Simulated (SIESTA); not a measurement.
**HgTe (Coloradoite) under changes of volume**

One of the cells (33.215 Å³/atom); the others are scaled copies at fixed shape and fractional positions:

```
Hg Te
1.0
     0.00000    3.21450    3.21450
     3.21450    0.00000    3.21450
     3.21450    3.21450    0.00000
Hg Te
1 1
Cartesian
  0.0000 0.0000 0.0000
  4.8217 4.8217 4.8217
```

```yaml
Program: SIESTA 5.4.2
Functional: APBE
Potentials_or_basis: PseudoDojo 0.4 standard (PBE files)
Basis: DZP (energy shift 0.002 Ry)
Grid_cutoff: 800 Ry
Energy_shift: 0.002 Ry
k_mesh: 7 × 7 × 7
Occupations: fermi-dirac, width 0.05 eV
Spin: no spin polarisation
```

```csv
volume (Å³/atom),energy over the lowest point (meV/atom),pressure (GPa)
31.223,?,?
31.887,130.57,9.6
32.551,94.04,8.1
33.215,63.06,6.9
33.880,37.06,5.7
34.544,16.04,4.5
35.208,0.00,3.5
```

**Question.** What does the run at 31.223 Å³/atom give?

**Answer.** Energy over the lowest point 173.96 meV/atom; pressure 11.4 GPa.

Worked out: A Birch-Murnaghan fit of order 3 (a polynomial in V^(-2/3)) to the other rows has no minimum within the range. It gives 172.47 meV/atom at 31.223 Å³/atom, against the run's 173.96, and -dE/dV = 10.8 GPa, against 11.4.

Energies are extrapolated to zero smearing.

Caveats: semicore shells carry a single zeta, which can move pressures by several GPa and volumes by a few percent; the potentials were made for another functional, which shifts forces and pressure; the basis of atomic orbitals isn't converged, which shifts pressures, moduli and gaps.
